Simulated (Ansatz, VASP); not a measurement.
**One calculation of In, two programs**

```
In
1.0
    -1.88253    1.88253    1.88253
     1.88253   -1.88253    1.88253
     1.88253    1.88253   -1.88253
In
1
Direct
  0.00000 0.00000 0.00000
```

This isn't the form of In at room conditions, which is tetragonal.

Alike in both runs: task single point; functional LDA; k mesh 9 × 9 × 9; occupations gaussian, width 0.05 eV; no spin polarisation.

|  | VASP | Ansatz |
| --- | --- | --- |
| version | VASP 6.6.1 | Ansatz 0.2.0 |
| potentials or method | VASP PAW LDA potentials, release 64 (In_d) | plane waves, PAW |
| plane-wave cutoff (eV) | 520 | 470 |
| valence electrons in the cell | 13 | 13 |

```tsv
	VASP	Ansatz	Ansatz less VASP
pressure (GPa)	-2.5	-2.5	-0.01
```
